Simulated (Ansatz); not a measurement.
What a change of settings does to a run on Fe

The structure comes from a relaxation in the same program, started in the fcc type. Whether it is a known phase or the ground state wasn't checked. The listed cell was then made from it by scaling, straining or moving an atom.

First run: DFT, PBE, PAW with Ansatz's default frozen-core files, scalar-relativistic (Ansatz 0.2.0).

Command: `ansatz run input.yaml --threads 1 --pin off --max-ram 3072MiB --backend cpu --events-out ev --progress --plain --runs-dir out` The run took 13 s on 1 thread of Intel(R) Xeon(R) Platinum 8488C (Sapphire Rapids), on a shared host, peak memory 0.5 GiB.

```yaml
crystal:
  lattice:
    - [0.0, 1.7296335702, 1.7296335702]
    - [1.7296335702, 0.0, 1.7296335702]
    - [1.7296335702, 1.7296335702, 0.0]
  atoms:
    - { symbol: Fe, position: [0.0, 0.0, 0.0], spin: 3.0 }
magnetization:
  spin_polarized: true
kpoints:
  mp_grid: { grid: [18, 18, 18] }
scf:
  occupations: { method: fermi_dirac, width: 0.05 }
hamiltonian:
  xc: pbe
  pseudopotentials: { kind: paw }
output:
  forces: true
  stress: true
  eigenvalues: true
  efg: { contact_densities: true }
```

Result: converged; pressure 4.31 GPa; moment 0.93 μB; 13 SCF iterations.

A second input differs as follows:

```diff
@@ -9,7 +9,8 @@
   spin_polarized: true
 kpoints:
-  mp_grid: { grid: [18, 18, 18] }
+  mp_grid: { grid: [18, 17, 19] }
 scf:
   occupations: { method: fermi_dirac, width: 0.05 }
+  max_iter: 100
 hamiltonian:
   xc: pbe
```

Question: Does the change harm the result?

Answer: Not here: the run converged; energy at zero smearing +0.3 meV/atom from the first run; pressure 4.23 GPa; moment 0.92 μB; 12 SCF iterations, so the odd setting did no harm in this case.
